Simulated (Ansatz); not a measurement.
**AlCu3: straining the crystal, a shear that moves c along a**

An exercise on one series of results from a longer session: the logs are not shown, and one member is left open.

Computed with Ansatz 0.2.0 (DFT r2SCAN, scalar-relativistic, plane waves, PAW, unless a step's input says otherwise).

2 further runs of the same task are left out: 2 set aside as unsound or not needed.

## The starting structure

Symmetry: Pm-3m, No. 221, cubic system. The conventional cell has a = 3.642 Å, b = 3.642 Å, c = 3.642 Å, α = 90.00°, β = 90.00°, γ = 90.00°. Al (site symmetry m-3m) has 12 Cu at 2.58 Å in its first shell of neighbours. Cu (site symmetry 4/mmm) is surrounded by 4 Al at 2.58 Å and 8 Cu at 2.58 Å.

As a file:

```cif
data_structure
_symmetry_space_group_name_H-M 'Pm-3m'
_symmetry_Int_Tables_number 221
_cell_length_a 3.6418
_cell_length_b 3.6418
_cell_length_c 3.6418
_cell_angle_alpha 90.000
_cell_angle_beta 90.000
_cell_angle_gamma 90.000
_cell_volume 48.30
loop_
_atom_site_label
_atom_site_type_symbol
_atom_site_symmetry_multiplicity
_atom_site_Wyckoff_symbol
_atom_site_fract_x
_atom_site_fract_y
_atom_site_fract_z
_atom_site_occupancy
Al1 Al 1 a 0.00000 0.00000 0.00000 1
Cu1 Cu 3 c 0.50000 0.50000 0.00000 1
```

It goes back to an entry of the Materials Project, which need not be the stable form.

This cell was relaxed beforehand with the same method: volume 12.08 Å³/atom, gap on the mesh none (metal).

The unstrained cell was computed beforehand with the same settings: E(σ→0) = -20434.8795 eV for 4 atoms, gap none (metal).

The first run:

Contents of input.yaml:

```yaml
crystal:
  lattice:
    - [3.6418163312, 0.0, 0.0]
    - [0.0, 3.6418163312, 0.0]
    - [0.0728363266, 0.0, 3.6418163312]
  atoms:
    - { symbol: Al, position: [0.0, 0.0, 0.0] }
    - { symbol: Cu, position: [0.5, 0.5, 0.0] }
    - { symbol: Cu, position: [0.5, 0.0, 0.5] }
    - { symbol: Cu, position: [0.0, 0.5, 0.5] }
basis:
  ecutwfc: 500
kpoints:
  mp_grid: { grid: [14, 14, 14] }
hamiltonian:
  xc: r2scan
scf:
  occupations: { method: gaussian, width: 0.1 }
output:
  forces: true
  stress: true
  eigenvalues: true
```

The run is started by

```
$ ansatz run input.yaml --threads 1 --pin off --max-ram 2560MiB --backend cpu --events-out ev --progress --plain --runs-dir out
```

Steps of the session up to this table: The cell strained by +2.0 %; Strain +4.0 %; The cell strained by +6.0 %; Strain +8.0 %; At +12.0 %.

One table of the session follows, with a row left open; its other results are not shown here.

Lengths are those of the vectors of the cell that was run; stresses in GPa:

```
strain (%)  ΔE (meV/atom)  c (Å)
      +0.0            0.0  3.642
      +2.0            1.4  3.643
      +4.0            5.6  3.645
      +6.0           13.2  3.648
      +8.0              ?      ?
     +12.0           54.7  3.668
```

Estimate the missing values for strain (%) = +8.0.

Worked estimate for «ΔE (meV/atom)». A straight line through the neighbours (6.0, 13.2) and (12.0, 54.7) gives 13.2 + (54.7 − 13.2) × (8.0 − 6.0) / (12.0 − 6.0) = 27.0; a parabola fitted to 3 rows on both sides gives 23.9.

The run gave: ΔE (meV/atom): 24.1; c (Å): 3.653. In «ΔE (meV/atom)» the line misses by +2.9 and the parabola by -0.2.

ΔE is over the unstrained cell. Stress in GPa, positive in compression, on the Cartesian axes of the input. 
